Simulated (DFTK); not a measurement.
# GaN (F-43m) in DFTK: reference runs

Aim: a first look at GaN with PBEsol, on the cell as given.

All numbers are computed with DFTK 0.8.2; they aren't measurements. Logs are shortened: lines on timing, memory, paths and dates and some standing lists are left out, and cuts for length are marked.

**Experimental background.**

From a printed reference work, textbook, for a bulk crystal of GaN at 0 K: band gap 3.299 eV (direct).

The runs below are set against these values where they give the same quantity.

### Step 1. The crystal as given

The structure is cubic, space group F-43m (No. 216). Conventional cell: a = 4.507 Å, b = 4.507 Å, c = 4.507 Å, α = 90.00°, β = 90.00°, γ = 90.00°. Ga (site symmetry -43m) is surrounded by 4 N at 1.95 Å. Around N (site symmetry -43m) lie 4 Ga at 1.95 Å.

The cell is a database's computed one.

### Step 2. Single point, PBEsol

run.jl reads:

```julia
using DFTK
using PseudoPotentialData
using Unitful, UnitfulAtomic
using LinearAlgebra, Printf
include("save.jl")
disable_threading()

# lattice vectors are the columns
lattice = austrip(1u"Å") * [           0.0   2.2535006075   2.2535006075;
             2.2535006075            0.0   2.2535006075;
             2.2535006075   2.2535006075            0.0]
symbols   = [:Ga, :N]
positions = [[0.0, 0.0, 0.0],
             [0.25, 0.25, 0.25]]
pseudopotentials = PseudoFamily("dojo.nc.sr.pbesol.v0_4_1.standard.upf")
elements = Dict(s => ElementPsp(s, pseudopotentials) for s in unique(symbols))
atoms    = [elements[s] for s in symbols]

build_model(lattice, positions; symmetries=true) =
    model_DFT(lattice, atoms, positions;
              functionals=PBEsol(),
              temperature=austrip(0.05u"eV"),
              smearing=Smearing.FermiDirac(),
              symmetries)
Ecut  = 42.0  # hartree
kgrid = [10, 10, 10]
tol   = 1e-6
to_GPa = ustrip(uconvert(u"GPa", 1u"hartree/bohr^3"))

model = build_model(lattice, positions)
basis = PlaneWaveBasis(model; Ecut, kgrid)
display(basis)
scfres = self_consistent_field(basis;
                               tol,
                               nbandsalg=AdaptiveBands(model; n_bands_converge=14))
display(scfres.energies)
@printf "Fermi level: %.6f eV\n" ustrip(auconvert(u"eV", something(scfres.εF, NaN)))
forces = compute_forces_cart(scfres)
println("Forces (eV/Å)")
for (s, f) in zip(symbols, forces)
    @printf "%-3s %12.6f %12.6f %12.6f\n" s ustrip.(auconvert.(u"eV/Å", f))...
end
stress = compute_stresses_cart(scfres)
println("Stress (GPa)")
display(round.(stress * to_GPa; digits=4))
println("Levels at the first k-point (eV): ", round.(ustrip.(auconvert.(u"eV", scfres.eigenvalues[1][1:scfres.n_bands_converge])); digits=4))
save_scf!(scfres; forces, stress)
```

Potentials or basis: dojo.nc.sr.pbesol.v0_4_1.standard.upf (PBEsol).

Started as:

```bash
julia --threads=1 run.jl  # save.jl only writes the numbers to a file and isn't shown; printed stress counts tension as positive; times include loading and compiling
```

The log of the run:

```text
PlaneWaveBasis discretization:

    Ecut                 : 42.0 Ha
    fft_size             : (40, 40, 40), 64000 total points
    kgrid                : MonkhorstPack([10, 10, 10])
    num.   red. kpoints  : 1000
    num. irred. kpoints  : 73

    Discretized Model(gga_x_pbe_sol+gga_c_pbe_sol, 3D):
        lattice (in Bohr)    : [0         , 4.2585    , 4.2585    ]
                               [4.2585    , 0         , 4.2585    ]
                               [4.2585    , 4.2585    , 0         ]
        unit cell volume     : 154.45 Bohr³

        atoms                : GaN
        pseudopot. family    : PseudoFamily("dojo.nc.sr.pbesol.v0_4_1.standard.upf")

        num. electrons       : 18
        spin polarization    : none
        temperature          : 0.0018375 Ha
        smearing             : DFTK.Smearing.FermiDirac()

        terms                : Kinetic()
                               AtomicLocal()
                               AtomicNonlocal()
                               Ewald(nothing)
                               PspCorrection()
                               Hartree()
                               Xc(gga_x_pbe_sol, gga_c_pbe_sol)
                               Entropy()
n     Energy            log10(ΔE)   log10(Δρ)   Diag   Δtime
---   ---------------   ---------   ---------   ----   ------
  1   -86.60264822166                   -0.55    4.8    10.9s
  2   -86.72409300386       -0.92       -1.14    2.6    6.08s
  3   -86.72995482316       -2.23       -1.68    2.1    5.79s
  4   -86.73013306120       -3.75       -2.13    1.0    4.89s
  5   -86.73015315226       -4.70       -2.68    2.0    5.15s
  6   -86.73015685266       -5.43       -3.37    1.5    4.40s
  7   -86.73015700245       -6.82       -3.61    2.1    6.45s
  8   -86.73015703662       -7.47       -3.92    1.0    4.21s
  9   -86.73015704823       -7.94       -5.07    2.0    5.34s
 10   -86.73015704839       -9.78       -5.46    2.9    7.67s
 11   -86.73015704839      -11.43       -6.30    1.5    5.24s
Energy breakdown (in Ha):
    Kinetic             70.0092587
    AtomicLocal         -60.5641446
    AtomicNonlocal      -39.2934858
    Ewald               -58.3371586
    PspCorrection       3.4699357
    Hartree             21.7795184
    Xc                  -23.7940808
    Entropy             -0.0000000

    total               -86.730157048395
Fermi level: 6.062677 eV
Forces (eV/Å)
Ga      0.000000     0.000000     0.000000
N      -0.000000    -0.000000    -0.000000
Stress (GPa)
3×3 StaticArraysCore.SMatrix{3, 3, Float64, 9} with indices SOneTo(3)×SOneTo(3):
 0.9103  0.0     0.0
 0.0     0.9103  0.0
 0.0     0.0     0.9103
Levels at the first k-point (eV): [-10.6951, -8.3376, -8.3376, -8.3376, -8.0248, -8.0248, 5.2101, 5.2101, 5.2101, 6.9152, 15.4564, 15.4564, 15.4564, 22.5986]
```

Wall time 2.4 min (1 thread of Intel Xeon Platinum 8559C (Emerald Rapids), shared host); peak memory 1.8 GiB.

Results:

| Property | Result |
| --- | --- |
| Free energy | -2360.0478 eV |
| Pressure | -0.9 GPa |
| Band gap on the k mesh | 1.71 eV, direct |

### Step 3. Comparison with measurements

Step 2. A measured gap of GaN is 3.299 eV (direct; 0 K; a printed reference work, textbook); the calculated 1.71 eV misses it by -1.59 eV. Spin-orbit coupling on Ga is left out. The value is that of PBEsol, without temperature or zero-point motion. Semilocal functionals fall short of measured gaps as a rule. The cell is a database's relaxed one, not the measured one, which moves gaps too.
